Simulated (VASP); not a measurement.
# ZnS: convergence, relaxation of the atoms

ZnS, P1 (no. 1), 4 atoms in the cell. PBE; PAW potentials Zn, S (PBE set). VASP 6.6.1.

Wanted: energy within 2 meV/atom; shortest distances from each atom, periodic images included within 0.005 Å.

What the run is for: geometry; Accuracy asked: standard.

POSCAR:
```
ZnS
1.0
    3.8110000000      0.0000000000      0.0000000000
   -1.9055000000      3.3004228138      0.0000000000
    0.0000000000      0.0000000000      6.2340000000
Zn S
2 2
Direct
    0.6659590000      0.3404900000      0.5026820000
    0.3400480000      0.6612250000      0.0033460000
    0.6665680000      0.3378520000      0.8782930000
    0.3302180000      0.6784910000      0.3889790000
```

The series start from Plane-wave cutoff (eV): 360; k-point mesh: 4 × 4 × 3; Ionic threshold (EDIFFG): -0.01; Electronic threshold (eV): 1e-6; Precision mode (PREC): Accurate; Relaxation algorithm: IBRION=2; Electronic steps between moves: NELMIN=4 ALGO=Normal. Each series keeps the choices made before it, and each single choice may use up half of a tolerance.

## Plane-wave cutoff (eV)

| Plane-wave cutoff (eV) | Energy less reference (meV/atom) | Shortest distances from each atom, periodic images included, largest deviation (Å) | SCF iterations | Time (s) |
|---|---|---|---|---|
| 250 | 17.7 | 0.0007 | 76 | 31 |
| 280 | 5.6 | 0.0003 | 83 | 46 |
| 320 | 0.9 | 0.0003 | 83 | 48 |
| 360 | 0.9 | 0.0003 | 79 | 56 |
| 440 | 0.6 | 0.0002 | 79 | 74 |
| 550 (reference) | 0.0 | 0.0000 | 79 | 87 |

Chosen: 320, the loosest value from which every tighter one stays within half of the tolerance.

## k-point mesh

| k-point mesh | Energy less reference (meV/atom) | Shortest distances from each atom, periodic images included, largest deviation (Å) | SCF iterations | Time (s) |
|---|---|---|---|---|
| 2 × 2 × 2 | 310.7 | 0.0375 | 74 | 22 |
| 3 × 3 × 2 | 55.7 | 0.0083 | 79 | 28 |
| 4 × 4 × 3 | 12.3 | 0.0018 | 83 | 48 |
| 6 × 6 × 3 | 1.0 | 0.0001 | 79 | 76 |
| 7 × 7 × 4 (reference) | 0.0 | 0.0000 | 79 | 163 |

Chosen: 6 × 6 × 3.

## Ionic threshold (EDIFFG)

| Ionic threshold (EDIFFG) | Energy less reference (meV/atom) | Shortest distances from each atom, periodic images included, largest deviation (Å) | SCF iterations | Time (s) |
|---|---|---|---|---|
| -0.1 | 0.4 | 0.0099 | 31 | 54 |
| -0.05 | 0.2 | 0.0052 | 40 | 65 |
| -0.02 | 0.0 | 0.0020 | 63 | 98 |
| -0.01 | 0.0 | 0.0007 | 79 | 76 |
| -0.005 | 0.0 | 0.0002 | 87 | 120 |
| -0.002 (reference) | 0.0 | 0.0000 | 91 | 99 |

Chosen: -0.02.

## Electronic threshold (eV)

| Electronic threshold (eV) | Energy less reference (meV/atom) | Shortest distances from each atom, periodic images included, largest deviation (Å) | SCF iterations | Time (s) |
|---|---|---|---|---|
| 0.0001 | 0.0 | 0.0008 | 61 | 68 |
| 1e-5 | 0.0 | 0.0005 | 57 | 68 |
| 1e-6 | 0.0 | 0.0007 | 63 | 98 |
| 1e-7 (reference) | 0.0 | 0.0000 | 74 | 78 |

Chosen: 0.0001.

## Precision mode (PREC)

| Precision mode (PREC) | Energy less reference (meV/atom) | Shortest distances from each atom, periodic images included, largest deviation (Å) | SCF iterations | Time (s) |
|---|---|---|---|---|
| Normal | -0.5 | 0.0019 | 61 | 35 |
| Accurate (reference) | 0.0 | 0.0000 | 61 | 68 |

Chosen: Normal.

## Relaxation algorithm

| Relaxation algorithm | Energy less reference (meV/atom) | Shortest distances from each atom, periodic images included, largest deviation (Å) | SCF iterations | Time (s) |
|---|---|---|---|---|
| IBRION=2 | 0.0 | 0.0000 | 61 | 35 |
| IBRION=2 POTIM=0.2 | 0.0 | 0.0017 | 73 | 41 |
| IBRION=2 POTIM=0.8 | 0.0 | 0.0023 | 53 | 30 |
| IBRION=1 | 0.1 | 0.0019 | 37 | 20 |
| IBRION=1 POTIM=0.2 | 0.2 | 0.0017 | 41 | 22 |
| IBRION=1 POTIM=0.3 NFREE=9 | 0.0 | 0.0013 | 49 | 25 |
| IBRION=3 POTIM=0.2 SMASS=0.4 | 0.0 | 0.0012 | 73 | 35 |
| IBRION=3 POTIM=0.3 | 0.1 | 0.0015 | 47 | 22 |

Chosen: IBRION=1, the fastest of those that stay within half of the tolerance.

## Electronic steps between moves

| Electronic steps between moves | Energy less reference (meV/atom) | Shortest distances from each atom, periodic images included, largest deviation (Å) | SCF iterations | Time (s) |
|---|---|---|---|---|
| NELMIN=4 ALGO=Normal | 0.0 | 0.0000 | 37 | 20 |
| ALGO=Normal | 0.0 | 0.0005 | 28 | 15 |
| NELMIN=4 MAXMIX=40 ALGO=Normal | 0.0 | 0.0002 | 33 | 17 |
| NELMIN=4 ALGO=Fast | 0.0 | 0.0003 | 34 | 18 |
| NELMIN=4 MAXMIX=40 ALGO=Fast | -0.1 | 0.0012 | 43 | 22 |

Chosen: ALGO=Normal; it saves 5.3 s of 20, so NELMIN=4 ALGO=Normal would do nearly as well.

## All choices together

| Input | Energy less reference (meV/atom) | Shortest distances from each atom, periodic images included, largest deviation (Å) | Time (s) |
|---|---|---|---|
| the program's defaults (naive) | 18.5 | 0.0033 | 7.7 |
| chosen settings | 1.6 | 0.0019 | 15 |
| reference settings throughout | 0.0 | 0.0000 | 548 |

The tolerance is met.

## The input

INCAR:
```
GGA = PE
ISMEAR = 0
SIGMA = 0.03
LWAVE = F
LCHARG = F
ISIF = 2
NSW = 120
PREC = Normal
LASPH = T
LREAL = F
ALGO = Normal
EDIFF = 1E-4
NELM = 120
GGA_COMPAT = F
IBRION = 1
EDIFFG = -0.02
ENCUT = 320
EFERMI = MIDGAP
KPAR = 4
```

KPOINTS:
```
Automatic mesh
0
Gamma
  6 6 3
  0 0 0
```

Commands:
```
cat potpaw_PBE.64/Zn/POTCAR potpaw_PBE.64/S/POTCAR > POTCAR
mpirun -np 4 vasp_std > vasp.out
```

The chosen input took VASP 6.6.1 15 s on 4 cores (AMD EPYC 7R43 (Zen 3)), a shared host.

## An input that fails: too few ionic steps

It gives no converged result.

Changes against the starting input:
```
- NSW = 120
- NELM = 120
+ NSW = 3
+ NELM = 55
```
